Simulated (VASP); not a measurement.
Here is a VASP 6.6.1 calculation.

File INCAR:

```
ALGO = Normal ; EDIFF = 1E-6
EDIFFG = -0.01 ; ENCUT = 600
IBRION = 2 ; ISIF = 3
ISMEAR = 1 ; LASPH = True
LCHARG = False ; LREAL = False
LWAVE = False ; NELM = 80
NSW = 90 ; PREC = Accurate
SIGMA = 0.1
```

KPOINTS

```
k-points
0
Gamma
  15 15 7
```

File POSCAR:

```
Sc
1.0
    3.3090000000      0.0000000000      0.0000000000
   -1.6545000000      2.8656780611      0.0000000000
    0.0000000000      0.0000000000      5.2733000000
Sc
2
Direct
    0.3333333333      0.6666666667      0.2500000000
    0.6666666667      0.3333333333      0.7500000000
```

Potentials or basis: VASP PAW LDA potentials, release 64 (Sc_sv).

Run with:

```console
$ cat potpaw_LDA.64/Sc_sv/POTCAR > POTCAR
$ mpirun -np 1 vasp_std > vasp.out
```

(1) Estimate the relaxed volume.

(2) What does it give for the relaxed cell?

Answers

(1) 22.58 Å³/atom.

(2) a = 3.234 Å, b = 3.234 Å, c = 4.986 Å, α = 90.00°, β = 90.00°, γ = 120.00°.
